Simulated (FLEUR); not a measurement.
Runs of FLEUR MaX-R8.1 (later development tree) on SnSe. The structure is orthorhombic, space group Pnma (No. 62). Conventional cell: a = 11.420 Å, b = 4.190 Å, c = 4.460 Å, α = 90.00°, β = 90.00°, γ = 90.00°. Sn (site symmetry m) has 3 Se at 2.69 to 2.83 Å as nearest neighbours. Se (site symmetry m) has 3 Sn at 2.69 to 2.83 Å as nearest neighbours. 

| level | inpgen profile | gmax | lmax | kmax | gap on the mesh (eV) |
| --- | --- | --- | --- | --- | --- |
| PBE | veryFastHighL | 17.5 1/bohr | Sn 8, Se 8 | 3.5 1/bohr | 0.54 |
| PBE | fast | 20 1/bohr | Sn 7, Se 6 | 4 1/bohr | 0.54 |
| PW91 | - | 13.3 1/bohr | Sn 10, Se 9 | 4.28 1/bohr | 0.55 |
| PBEsol | - | 13.3 1/bohr | Sn 10, Se 9 | 4.28 1/bohr | (a) |
| PBE | - | 13.3 1/bohr | Sn 10, Se 9 | 4.28 1/bohr | 0.54 |

Alike in all rows: task band structure; potentials or basis all-electron, FLAPW; no spin polarisation; cell as given; k mesh 3 × 6 × 6; smearing fermi-dirac 0.05 eV.

Q: Fill in the values left out.

A: (a) 0.48.

Caveats: spin-orbit coupling is left out, which moves the levels of the heavy elements.

A k mesh can miss the band edges, and the runs leave out spin-orbit coupling on Se, Sn.

Not every run made on this cell is shown here.
